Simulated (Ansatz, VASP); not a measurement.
# Two plane-wave programs on As

```
As
1.0
     1.88080    1.08588    3.51406
    -1.88080    1.08588    3.51406
     0.00000   -2.17176    3.51406
As
2
Direct
  0.22600 0.22600 0.22600
  0.77400 0.77400 0.77400
```

Alike in both runs: functional PBE; k mesh 9 × 9 × 9; occupations gaussian, width 0.02 eV; no spin polarisation.

```csv
,VASP,Ansatz
version,VASP 6.6.1,Ansatz 0.2.0
potentials or method,"VASP PAW PBE potentials, release 64 (As)",Ansatz PAW
plane-wave cutoff (eV),520,420
valence electrons in the cell,10,30
task,electron localisation function,single point
```

VASP gave:

| Item | Value |
| --- | --- |
| gap on the k mesh at the Fermi level (eV) | none |
| pressure (GPa) | 4.1 |
| largest component of the traceless stress (GPa) | 0.40 |
| rms of the force components (eV/Å) | 0.284 |

What did Ansatz give for the same quantities?

gap on the k mesh at the Fermi level (eV): none; pressure (GPa): 3.7; largest component of the traceless stress (GPa): 0.30; rms of the force components (eV/Å): 0.249.

Atom by atom the forces differ by 0.035 eV/Å (rms over components). A gap of «none» marks a metal or a gap that the smearing closes. The functional is the same, so the differences come from potentials, cutoffs and numerics. The two sets of potentials don't hold the same shells in valence.
